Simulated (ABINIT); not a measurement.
Crystal: BN.

```xyz
4
Lattice="2.5539 0.0000 0.0000 -1.2770 2.2118 0.0000 0.0000 0.0000 4.2269" Properties=species:S:1:pos:R:3 pbc="T T T"
N     0.0000    1.4745    0.5295
N     1.2770    0.7373    2.6430
B     0.0000    1.4745    2.1123
B     1.2770    0.7373    4.2257
```

Measurements of this composition are mostly on another form, of space group No. 194.

```yaml
Program: ABINIT 10.8.3 (patched build)
Task: single point
Functional: PBE
Potentials_or_basis: JTH PAW PBE v2.0
Cutoff: 680 eV
k_mesh: 12 × 12 × 6
Occupations: fermi-dirac, width 0.05 eV
Spin: no spin polarisation
```

On this cell: largest force 0.014 eV/Å; band gap on the k mesh 5.19 eV, indirect (least direct gap 8.22 eV).

The same run follows on a disturbed copy (atoms moved at random, drawn with an rms of 0.05 Å):

```xyz
4
Lattice="2.5539 0.0000 0.0000 -1.2770 2.2118 0.0000 0.0000 0.0000 4.2269" Properties=species:S:1:pos:R:3 pbc="T T T"
N     0.0170    1.4458    0.5171
N     1.2964    0.7107    2.6268
B    -0.0322    1.4858    2.0648
B     1.3364    0.7673    4.2066
```

Question: What changes?

Answer: The energy moves by +31.6 meV/atom; largest force 1.826 eV/Å; band gap on the k mesh 4.46 eV, indirect (least direct gap 7.36 eV).

Forces in eV/Å, atoms in the order of the input:
```
N    0.740  1.249 -0.358
N   -0.602  0.927 -0.349
B    1.049 -0.830  1.044
B   -1.186 -1.346 -0.336
```

Caveats: the atomic spheres overlap (some runs).

A k mesh can miss the band edges.
